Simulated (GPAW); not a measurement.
# CdTe (F-43m) in GPAW: settings compared

The runs below take CdTe through equation of state, with PBEsol+D4, r2SCAN+D3(BJ), RPBE.

Program: GPAW 26.7.0. These are calculated values, not measurements. Logs are shortened: lines on timing, memory, paths and dates and some standing lists are left out, and cuts for length are marked. The log counts tension as positive stress, the text compression.

**The experiment to reproduce.**

From “Multiscale insight into the Cd1-xZnxTe vibrational-mechanical properties -- High-pressure experiments and ab initio calculations”, 2023, arxiv:2306.14539, for a powder of CdTe: bulk modulus 42 ± 2 GPa.

How close the calculation comes is told below.

### 1 Starting point

The structure is cubic, space group F-43m (No. 216). Conventional cell: a = 6.410 Å, b = 6.410 Å, c = 6.410 Å, α = 90.00°, β = 90.00°, γ = 90.00°. Around Te (site symmetry -43m) lie 4 Cd at 2.78 Å. Cd (site symmetry -43m) is surrounded by 4 Te at 2.78 Å.

### 2 Equation of state, PBEsol+D4

run.py

```python
from ase.calculators.mixing import SumCalculator
from ase.eos import EquationOfState
from ase.io import Trajectory
from ase.spacegroup import crystal
from ase.units import GPa
from dftd4.ase import DFTD4
from gpaw import GPAW, PW, setup_paths

setup_paths.insert(0, '.')

# Te 4c
# Cd 4a
atoms = crystal(['Te', 'Cd'],
                basis=[[0.25, 0.25, 0.25],
                       [0.0, 0.0, 0.0]],
                spacegroup=216, setting=1,  # F-43m
                cellpar=[6.41, 6.41, 6.41, 90.0, 90.0, 90.0],
                primitive_cell=True)

traj = Trajectory('eos.traj', 'w')
volumes, energies = [], []
for x in [0.94, 0.96, 0.98, 1.0, 1.02, 1.04, 1.06]:
    a = atoms.copy()
    a.set_cell(atoms.cell * x**(1 / 3), scale_atoms=True)
    calc = GPAW(mode=PW(600),
                xc='PBEsol',
                kpts={'size': (6, 6, 6), 'gamma': True},
                occupations={'name': 'fermi-dirac', 'width': 0.05},
                nbands=18,
                convergence={'density': 1e-05, 'energy': 1e-05},
                maxiter=150,
                txt=f'eos-{x:.2f}.txt')
    a.calc = SumCalculator([calc, DFTD4(method='pbesol')])
    energies.append(a.get_potential_energy())
    volumes.append(a.get_volume())
    p = -a.get_stress()[:3].mean() / GPa
    calc.write(f'eos-{x:.2f}.gpw')
    traj.write(a)
    print(f'{x:.2f} {volumes[-1]:10.4f} A^3 {energies[-1]:14.6f} eV {p:9.3f} GPa', flush=True)

v0, e0, B = EquationOfState(volumes, energies, eos='birchmurnaghan').fit()
print(f'V0 = {v0:.4f} A^3, E0 = {e0:.6f} eV, B0 = {B / GPa:.2f} GPa')
```

Potentials or basis: PAW data sets generated in the run's folder for this functional, pw.

Launch:

```bash
$ gpaw-setup -f PBEsol Cd Te
$ OMP_NUM_THREADS=1 python run.py
```

Standard output:

```text
__  _  _
 | _ |_)|_||  |
 |__||  | ||/\| - 26.7.0

Input parameters:
  mode=PW(ecut=600.0),
  convergence={'density': 1e-05, 'energy': 1e-05},
  kpts=MonkhorstPack(size=(6, 6, 6), gamma=True),
  maxiter=150,
  nbands=18,
  occupations=Occupations(name='fermi-dirac', width=0.05),
  xc=XC(name='PBEsol')

Diagonalizing LCAO Hamiltonian
Converting LCAO to pw mode

            Te

       Cd

Atoms  # Å, Bohr magnetons
|   | symbol |        x |        y |        z |    initial magnetic moments |
|---|--------|----------|----------|----------|-----------------------------|
| 0 |     Te | 1.569787 | 1.569787 | 1.569787 | ( 0.0000,  0.0000,  0.0000) |
| 1 |     Cd | 0.000000 | 0.000000 | 0.000000 | ( 0.0000,  0.0000,  0.0000) |

Unit cell  # Å
| periodic |        x |        y |        z |  lengths |    angles |
|----------|----------|----------|----------|----------|-----------|
|      yes | 0.000000 | 3.139573 | 3.139573 | 4.440027 | 60.000000 |
|      yes | 3.139573 | 0.000000 | 3.139573 | 4.440027 | 60.000000 |
|      yes | 3.139573 | 3.139573 | 0.000000 | 4.440027 | 60.000000 |

Number of symmetries: 24
Symmetry operations  # r_c * U_cc + t_c -> r_c
|    | kind |            matrix            |
|----|------|------------------------------|
|  0 |  E   |  1, 0, 0,  0, 1, 0,  0, 0, 1 |
|  1 |  σ   |  1, 0, 0,  0, 0, 1,  0, 1, 0 |
|  2 |  σ   |  1, 0,-1,  0, 1,-1,  0, 0,-1 |
|  3 |  C3  |  1, 0,-1,  0, 0,-1,  0, 1,-1 |
|  4 |  C3  |  1,-1, 0,  0,-1, 1,  0,-1, 0 |
|  5 |  σ   |  1,-1, 0,  0,-1, 0,  0,-1, 1 |
|  6 |  σ   |  0, 1, 0,  1, 0, 0,  0, 0, 1 |
|  7 |  C3  |  0, 1, 0,  0, 0, 1,  1, 0, 0 |
|  8 |  C2  |  0, 1,-1,  1, 0,-1,  0, 0,-1 |
|  9 |  S4  |  0, 1,-1,  0, 0,-1,  1, 0,-1 |
| 10 |  C3  |  0, 0, 1,  1, 0, 0,  0, 1, 0 |
| 11 |  σ   |  0, 0, 1,  0, 1, 0,  1, 0, 0 |
| 12 |  S4  |  0, 0,-1,  1, 0,-1,  0, 1,-1 |
| 13 |  C3  |  0, 0,-1,  0, 1,-1,  1, 0,-1 |
| 14 |  S4  |  0,-1, 1,  1,-1, 0,  0,-1, 0 |
| 15 |  C2  |  0,-1, 1,  0,-1, 0,  1,-1, 0 |
| 16 |  C3  |  0,-1, 0,  1,-1, 0,  0,-1, 1 |
| 17 |  S4  |  0,-1, 0,  0,-1, 1,  1,-1, 0 |
| 18 |  S4  | -1, 1, 0, -1, 0, 1, -1, 0, 0 |
| 19 |  C3  | -1, 1, 0, -1, 0, 0, -1, 0, 1 |
| 20 |  C3  | -1, 0, 1, -1, 1, 0, -1, 0, 0 |
| 21 |  S4  | -1, 0, 1, -1, 0, 0, -1, 1, 0 |
| 22 |  σ   | -1, 0, 0, -1, 1, 0, -1, 0, 1 |
| 23 |  C2  | -1, 0, 0, -1, 0, 1, -1, 1, 0 |

BZ-sampling:
  Number of BZ points: 216
  Number of IBZ points: 16

  Monkhorst-Pack size: [6, 6, 6]
  Monkhorst-Pack shift: [0.08333333333333333, 0.08333333333333333, 0.08333333333333333]

K-points  # in reciprocal-cell coordinates
|     |                                coordinates |     weight |
|-----|--------------------------------------------|------------|
|   0 | (  0.00000000,   0.00000000,   0.00000000) | 0.00462963 |
|   1 | (  0.16666667,   0.16666667,   0.00000000) | 0.02777778 |
|   2 | (  0.16666667,   0.16666667,   0.16666667) | 0.03703704 |
|   3 | (  0.33333333,   0.16666667,   0.16666667) | 0.05555556 |
|   4 | (  0.33333333,   0.33333333,  -0.33333333) | 0.05555556 |
|   5 | (  0.33333333,   0.33333333,   0.00000000) | 0.02777778 |
|   6 | (  0.33333333,   0.33333333,   0.16666667) | 0.11111111 |
|   7 | (  0.33333333,   0.33333333,   0.33333333) | 0.03703704 |
|   8 | (  0.50000000,   0.33333333,  -0.33333333) | 0.11111111 |
|   9 | (  0.50000000,   0.33333333,  -0.16666667) | 0.05555556 |
| ... |                                            |            |
|  15 | (  0.50000000,   0.50000000,   0.50000000) | 0.01851852 |

Plane wave coefficients: 2085
Cutoff: 600.0 eV

Spin-components: 1 (collinear spins)
Bands:           18
Projectors:      11
Spin-degeneracy: 2
Datatype:        complex128

Parallelization:
  kpt:    1
  domain: 1
  band:   1

Density:
  Valence electrons: 18.0
  Components: 1
  Grid points: [27 27 27]
  Charge: 0.0  # |e|

Potential:
  Grid points: [27 27 27]

species:
  Te:
    name:    Tellurium
    Z:       52.0
    valence: 6
    core:    46
    charge:  0.0  # [|e|]
    compensation charges:
      type: gauss
      rc: 0.36  # [Å]
      lmax: 2
    cutoffs:
      filter: 2.09  # [Å]
      core: 3.17  # [Å]
    projectors
    | kind |    occ | energy [eV] | rcut [Å] |
    |------|--------|-------------|----------|
    |   5s |  2.000 |     -15.132 |    1.180 |
    |   5p |  4.000 |      -5.970 |    1.196 |
    |    s |        |      12.080 |    1.180 |
    |    p |        |      21.241 |    1.196 |
    |    d |        |       0.000 |    1.238 |

    Using partial waves for Te as LCAO basis

  Cd:
    name:    Cadmium
    Z:       48.0
    valence: 12
    core:    36
    charge:  0.0  # [|e|]
    compensation charges:
      type: gauss
      rc: 0.38  # [Å]
      lmax: 2
    cutoffs:
      filter: 2.12  # [Å]
      core: 2.62  # [Å]
    projectors
    | kind |    occ | energy [eV] | rcut [Å] |
    |------|--------|-------------|----------|
    |   5s |  2.000 |      -5.696 |    1.191 |
    |   5p |  0.000 |      -1.145 |    1.228 |
    |   4d | 10.000 |     -11.735 |    1.164 |
    |    s |        |      21.516 |    1.191 |
    |    p |        |      26.066 |    1.228 |
    |    d |        |      15.476 |    1.164 |

    Using partial waves for Cd as LCAO basis

Reference energy: -336814.218928  # eV

eigensolver:
  PPCG
  Converge bands: occupied
  niter=2

density mixing:
  MSR1-Mixer
  Pratt-step length: 0.05
  Maximum mixing coefficient: 0.75
  Old densities: 10
  SVD Regularization: 0.005
  Good broyden scale: 1.0
  Trust region scale: 1.0
  Backstep threshold: 4.0
  History deletion threshold: 6.0
  Fourier metric: weight=20.0, sigma=0.015

occupation numbers:
  Fermi-Dirac:
    width: 0.0500  # eV

poisson solver:
  ecut: 4800.0  # eV

xc functional:
  name: PBEsol with 2 nearest neighbor stencil

convergence criteria:
- Maximum integral of absolute [dens]ity change: 1e-05 electrons / valence electron
- Maximum [total energy] change in last 3 cyles: 1e-05 eV / valence electron
- Maximum integral of absolute [eigenst]ate change: 4e-08 eV^2 / valence electron
maximum number of iterations: 150

SCF iterations
|iter     | |      energy | eigst |  dens |
|---------|-|-------------|-------|-------|
|iter:   1| |   -5.901407 | -0.30 |       |
|iter:   2| |   -5.858111 | -2.36 | -1.27 |
|iter:   3| |   -5.684604 | -1.78 | -1.32 |
|iter:   4| |   -5.680769 | -3.35 | -1.77 |
|iter:   5| |   -5.679970 | -3.81 | -2.21 |
|iter:   6| |   -5.679981 | -5.39 | -2.99 |
|iter:   7| |   -5.679983c| -6.70 | -3.65 |
|iter:   8| |   -5.679983c| -7.82c| -4.34 |
|iter:   9| |   -5.679983c| -8.54c| -5.41c|

Converged in 9 steps
Energy contributions relative to reference atoms: (reference = -336814.218928)

Energy contributions:
  Kinetic:          24.163416
  Coulomb:         -21.451922
  Zero:              0.232547
  External:          0.000000
  Xc:               -8.624023
  Entropy:          -0.000001
  Spinorbit:         0.000000
  ----------------------------
  Free energy:      -5.679984
  Extrapolated:     -5.679983

dipole moment: (-25.582615, -25.582615, -25.582615)  # |e|*Ang

Fermi level: 5.152
Eigenvalues  # (at kpt = [0.000, 0.000, 0.000])
| band index |      eig [eV] | occ [0-2] |
|------------|---------------|-----------|
|          0 |        -7.145 |     2.000 |
|          1 |        -3.945 |     2.000 |
|          2 |        -3.945 |     2.000 |
|          3 |        -3.945 |     2.000 |
|          4 |        -3.602 |     2.000 |
|          5 |        -3.602 |     2.000 |
[... 10 lines left out ...]
|         16 |        14.629 |     0.000 |
|         17 |        14.629 |     0.000 |

Gap: 0.939 eV
Transition (v -> c):
  (s=0, k=0, n=8, [0.00, 0.00, 0.00]) -> (s=0, k=0, n=9, [0.00, 0.00, 0.00])
No difference between direct/indirect transitions

Stress tensor  # eV/Ang^3
|         x |         y |         z |
|-----------|-----------|-----------|
| -0.029400 | -0.000000 |  0.000000 |
| -0.000000 | -0.029400 |  0.000000 |
|  0.000000 |  0.000000 | -0.029400 |

# Writing to eos-0.94.gpw (mode='')
```

Wall time 97 s (1 thread of Intel Xeon Platinum 8375C at 2.90GHz (Ice Lake), shared host); peak memory 0.28 GiB.

What came out:

```yaml
Equilibrium_volume: 33.11 Å³/atom
Bulk_modulus: 45 GPa
Pressure_derivative_of_the_bulk_modulus: 4.8
```

Energy against volume, from the lowest point:
| volume (Å³/atom) | energy (meV/atom) |
| --- | --- |
| 30.947 | 22.53 |
| 31.605 | 10.40 |
| 32.263 | 3.06 |
| 32.922 | 0.00 |
| 33.580 | 0.75 |
| 34.239 | 4.88 |
| 34.897 | 12.03 |

(Continued in part 2 of 2.)
